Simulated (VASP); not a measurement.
# Mo (Im-3m) in VASP: a series of runs

One crystal, Mo, is run at these levels: LDA; tasks: single point.

All numbers are computed with VASP 6.6.1; they aren't measurements. Logs are shortened: lines on timing, memory, paths and dates and some standing lists are left out, and cuts for length are marked.

## Step 1: The undisturbed crystal

Symmetry: Im-3m, No. 229, cubic system. Conventional cell: a = 3.168 Å, b = 3.168 Å, c = 3.168 Å, α = 90.00°, β = 90.00°, γ = 90.00°. Around Mo (site symmetry m-3m) lie 8 Mo at 2.74 Å.

## Step 2: Single point, LDA (grid = ENCUT=280 dk=0.35 cell=2x2x2 ISMEAR=1 SIGMA=0.1 LREAL=Auto EDIFF=1e-06)

Contents of INCAR:

```
PREC = Accurate
ENCUT = 280
EDIFF = 1E-6
ISMEAR = 1
SIGMA = 0.1
LREAL = Auto
LASPH = True
NELM = 120
ALGO = Fast
ISIF = 2
LWAVE = False
LCHARG = False
NBANDS = 57
```

Contents of KPOINTS:

```
Automatic mesh
0
Gamma
  5 5 5
```

Contents of POSCAR:

```
Mo
1.0
   -3.1676179438      3.1676179438      3.1676179438
    3.1676179438     -3.1676179438      3.1676179438
    3.1676179438      3.1676179438     -3.1676179438
Mo
7
Direct
    0.0000000000      0.0000000000      0.5000000000
    0.0000000000      0.5000000000      0.0000000000
    0.0000000000      0.5000000000      0.5000000000
    0.5000000000      0.0000000000      0.0000000000
    0.5000000000      0.0000000000      0.5000000000
    0.5000000000      0.5000000000      0.0000000000
    0.5000000000      0.5000000000      0.5000000000
```

Potentials or basis: VASP PAW LDA potentials, release 64 (Mo_sv).

The run is started by

```
$ cat potpaw_LDA.64/Mo_sv/POTCAR > POTCAR
$ mpirun -np 1 vasp_std > vasp.out
```

OUTCAR:

```text
PREC = Accurate
   ENCUT = 280
   EDIFF = 1E-6
   ISMEAR = 1
   LREAL = Auto
   LASPH = True
   NELM = 120
   ISIF = 2

 Found     10 irreducible k-points:

 Following reciprocal coordinates:
            Coordinates               Weight
  0.000000  0.000000  0.000000      1.000000
  0.200000  0.000000  0.000000     12.000000
  0.400000  0.000000  0.000000     12.000000
  0.200000  0.200000  0.000000     24.000000
  0.400000  0.200000  0.000000     24.000000
  0.200000  0.200000  0.200000      8.000000
   k-points           NKPTS =     10   k-points in BZ     NKDIM =     10   number of bands    NBANDS=     57
   number of dos      NEDOS =    301   number of ions     NIONS =      7
   total plane-waves  NPLWV =  27000
   dimension x,y,z NGX =    30 NGY =   30 NGZ =   30
   dimension x,y,z NGXF=    60 NGYF=   60 NGZF=   60
   ions per type =               7
   NGX,Y,Z   is equivalent  to a cutoff of   9.09,  9.09,  9.09 a.u.
   NGXF,Y,Z  is equivalent  to a cutoff of  18.18, 18.18, 18.18 a.u.
 SYSTEM =  unknown system
   PREC   = accura    normal or accurate (medium, high low for compatibility)
   ISTART =      0    job   : 0-new  1-cont  2-samecut
   ICHARG =      2    charge: 1-file 2-atom 10-const
   ISPIN  =      1    spin polarized calculation?
   LNONCOLLINEAR =      F non collinear calculations
   LSORBIT =      F    spin-orbit coupling
   LASPH  =      T    aspherical Exc in radial PAW
   ENCUT  =  280.0 eV  20.58 Ry    4.54 a.u.   7.49  7.49  7.49*2*pi/ulx,y,z
   NELM   =    120;   NELMIN=  2; NELMDL= -5     # of ELM steps
   EDIFF  = 0.1E-05   stopping-criterion for ELM
   LREAL  =      T    real-space projection
   EDIFFG = 0.1E-04   stopping-criterion for IOM
   NSW    =      0    number of steps for IOM
   IBRION =     -1    ionic relax: 0-MD 1-quasi-New 2-CG
   NFREE  =      0    steps in history (QN), initial steepest desc. (CG)
   ISIF   =      2    stress and relaxation
   ISYM   =      2    0-nonsym 1-usesym 2-fastsym
   POTIM  = 0.5000    time-step for ionic-motion
   TEBEG  =    0.0;   TEEND  =   0.0 temperature during run
   PSTRESS=    0.0 pullay stress
   NELECT =      98.0000    total number of electrons
   NUPDOWN=      -1.0000    fix difference up-down
   EMIN   =  10.00;   EMAX   =-10.00  energy-range for DOS
   EFERMI =   0.00;   METHOD = LEGACY
   ISMEAR =     1;   SIGMA  =   0.10  broadening in eV -4-tet -1-fermi 0-gaus
   EFERMI_NEDOS =   21; number of points for ismear=-14 and -15
   IALGO  =     68    algorithm
   IMIX   =      4    mixing-type and parameters
     AMIX     =   0.40;   BMIX     =  1.00
     AMIX_MAG =   1.60;   BMIX_MAG =  1.00
  volume/ion in A,a.u.               =      18.16       122.56
  Fermi-wavevector in a.u.,A,eV,Ry     =   1.501058  2.836588 30.656298  2.253174
  Thomas-Fermi vector in A             =   2.612478
   LORBIT       =      0    0 simple, 1 ext, 2 COOP (PROOUT), +10 PAW based schemes
   GGA     = CA    functional components
   LHFCALC =     F    Hartree Fock is set to
   AEXX    =    0.0000 exact exchange contribution
   IVDW    =     0    specifies the selected vdW correction
   LEPSILON=     F    determine dielectric tensor
   LRPA    =     F    only Hartree local field effects (RPA)
 non-spin polarized calculation
 RMM-DIIS sequential band-by-band and
 Methfessel and Paxton  Order N= 1 SIGMA  =   0.10
  energy-cutoff  :      280.00
  volume of cell :      127.13
 maximum number of plane-waves:      1409
 NGX is ok and might be reduce to    30
   NGX = 15   NGY = 15   NGZ = 15

 number of electron      98.0000029 magnetization

 Free energy of the ion-electron system (eV)
  ---------------------------------------------------
  ext. energy  EPLUGINS =         0.00000000
  ---------------------------------------------------
  free energy    TOTEN  =       -80.69830567 eV

  energy without entropy =      -80.68893384  energy(sigma->0) =      -80.69518173

 E-fermi :   9.9837     XC(G=0): -12.6402

 val. band max:        9.9653110381   @ k =  -0.4000  -0.4000   0.2000
 cond. band min:       9.9942951114   @ k =   0.2000   0.0000   0.0000
 fundamental gap:      0.0289840733
 Fermi energy:         9.9836917705

 k-point     1 :       0.0000    0.0000    0.0000
  band No.  band energies     occupation
      1     -50.7817      2.00000
      2     -50.6213      2.00000
      3     -50.6213      2.00000
      4     -50.6213      2.00000
      5     -50.4722      2.00000
      6     -50.4722      2.00000
[... 49 lines left out ...]
     56      12.4794      0.00000
     57      12.4794      0.00000

 k-point     2 :       0.2000    0.0000    0.0000
  band No.  band energies     occupation
      1     -50.7623      2.00000
      2     -50.6264      2.00000
      3     -50.6208      2.00000
      4     -50.6207      2.00000
      5     -50.4724      2.00000
      6     -50.4717      2.00000
[... 49 lines left out ...]
     56      12.2143      0.00000
     57      12.3290      0.00000

 k-point     3 :       0.4000    0.0000    0.0000
  band No.  band energies     occupation
      1     -50.7148      2.00000
      2     -50.6551      2.00000
      3     -50.6209      2.00000
      4     -50.6207      2.00000
      5     -50.4718      2.00000
      6     -50.4598      2.00000
[... 49 lines left out ...]
     56      11.6865     -0.00000
     57      11.8923     -0.00000

 k-point     4 :       0.2000    0.2000    0.0000
  band No.  band energies     occupation
      1     -50.7287      2.00000
      2     -50.6364      2.00000
      3     -50.6310      2.00000
      4     -50.6187      2.00000
      5     -50.4698      2.00000
      6     -50.4677      2.00000
[... 49 lines left out ...]
     56      11.7714     -0.00000
     57      11.9243     -0.00000

 k-point     5 :       0.4000    0.2000    0.0000
  band No.  band energies     occupation
      1     -50.6863      2.00000
      2     -50.6667      2.00000
      3     -50.6357      2.00000
      4     -50.6182      2.00000
      5     -50.4662      2.00000
      6     -50.4521      2.00000
[... 49 lines left out ...]
     56      11.5819     -0.00000
     57      11.7144     -0.00000

 k-point     6 :       0.2000    0.2000    0.2000
  band No.  band energies     occupation
      1     -50.6909      2.00000
      2     -50.6490      2.00000
      3     -50.6490      2.00000
      4     -50.6284      2.00000
      5     -50.4569      2.00000
      6     -50.4569      2.00000
[... 49 lines left out ...]
     56      11.7840     -0.00000
     57      11.9257     -0.00000

 [... further k-points ...]

------------------------ aborting loop because EDIFF is reached ----------------------------------------

  FORCE on cell =-STRESS in cart. coord.  units (eV):
  Direction    XX          YY          ZZ          XY          YZ          ZX
  --------------------------------------------------------------------------------------
  -------------------------------------------------------------------------------------
  Total      -16.3519789    -16.3519789    -16.3519789     -0.0000000     -0.0000000      0.0000000
  in kB     -206.0736797   -206.0736797   -206.0736797     -0.0000000     -0.0000000      0.0000000
  external PRESSURE =    -206.0736797 kB  Pullay stress =       0.0000000 kB

 VOLUME and BASIS-vectors are now :
 -----------------------------------------------------------------------------
  energy-cutoff  :      280.00
  volume of cell :      127.13
      direct lattice vectors                 reciprocal lattice vectors
    -3.167617944  3.167617944  3.167617944     0.000000000  0.157847319  0.157847319
     3.167617944 -3.167617944  3.167617944     0.157847319  0.000000000  0.157847319
     3.167617944  3.167617944 -3.167617944     0.157847319  0.157847319  0.000000000

 POSITION                                       TOTAL-FORCE (eV/Angst)
 -----------------------------------------------------------------------------------
      1.58381      1.58381     -1.58381         0.000000      0.000000     -0.000000
      1.58381     -1.58381      1.58381        -0.000000     -0.000000      0.000000
      3.16762      0.00000      0.00000         0.000000      0.000000      0.000000
     -1.58381      1.58381      1.58381         0.000000     -0.000000     -0.000000
      0.00000      3.16762      0.00000         0.000000      0.000000     -0.000000
      0.00000      0.00000      3.16762        -0.000000      0.000000     -0.000000
      1.58381      1.58381      1.58381         0.000000      0.000000     -0.000000
 -----------------------------------------------------------------------------------
    total drift:                                0.000000     -0.000000      0.000000

  FREE ENERGIE OF THE ION-ELECTRON SYSTEM (eV)
  ---------------------------------------------------
  free  energy   TOTEN  =       -80.6983056698 eV

  energy  without entropy=      -80.6889338383  energy(sigma->0) =      -80.69518173
```

It took 1.7 min on 1 thread of Intel Xeon Platinum 8375C at 2.90GHz (Ice Lake), shared host; peak memory 0.15 GiB.

These settings aren't checked as converged: the numbers below hold their error.

Results:

- Free energy: -80.6983 eV
- Band gap on the k mesh: none (metal or under the smearing width)

Caveat: the cutoff is under 1.25 times the usual one of these potentials, so pressure, stress and relaxed cells hold a basis-set (Pulay) error.

## Step 3: Single point, LDA (grid = ENCUT=400 dk=0.45 cell=2x2x2 ISMEAR=1 SIGMA=0.1 LREAL=Auto EDIFF=1e-06)

Edit INCAR of step 2 so:

```diff
@@ -1,3 +1,3 @@
 PREC = Accurate
-ENCUT = 280
+ENCUT = 400
 EDIFF = 1E-6
```

Contents of KPOINTS:

```
Automatic mesh
0
Gamma
  4 4 4
```

POSCAR is that of step 2.

Potentials or basis: VASP PAW LDA potentials, release 64 (Mo_sv).

The run is started by

```
$ cat potpaw_LDA.64/Mo_sv/POTCAR > POTCAR
$ mpirun -np 1 vasp_std > vasp.out
```

Run time: 2.3 min. Hardware: 1 thread of Intel Xeon Platinum 8375C at 2.90GHz (Ice Lake), shared host; peak memory 0.18 GiB.

The run converged, but some of its settings lie outside the range that counts as converged, so its numbers aren't taken as properties of the crystal.

What came out:

```
Free energy            : -80.5553 eV
Pressure               : -20.9 GPa
Band gap on the k mesh : none (metal or under the smearing width)
```

## Step 4: Single point, LDA (grid = ENCUT=340 dk=0.35 cell=2x2x2 ISMEAR=1 SIGMA=0.1 LREAL=Auto EDIFF=1e-06)

Edit INCAR of step 3 so:

```diff
@@ -1,3 +1,3 @@
 PREC = Accurate
-ENCUT = 400
+ENCUT = 340
 EDIFF = 1E-6
```

Contents of KPOINTS:

```
Automatic mesh
0
Gamma
  5 5 5
```

POSCAR is that of step 3.

The run is started by

```
$ cat potpaw_LDA.64/Mo_sv/POTCAR > POTCAR
$ mpirun -np 1 vasp_std > vasp.out
```

Wall time 2.9 min (1 thread of Intel Xeon Platinum 8375C at 2.90GHz (Ice Lake), shared host); peak memory 0.17 GiB.

These settings aren't checked as converged: the numbers below hold their error.

What came out:

```
Free energy            : -80.6597 eV
Pressure               : -21.3 GPa
Band gap on the k mesh : none (metal or under the smearing width)
```

## Step 5: For comparison

An earlier run on the cell as given: functional PBE; potentials or basis VASP PAW PBE potentials, release 64 (Mo_sv); cutoff 520 eV; k mesh 12 × 12 × 12; occupations fermi-dirac, width 0.05 eV; no spin polarisation.

* Pressure: -1.4 GPa
* Band gap on the k mesh: none (metal or under the smearing width)
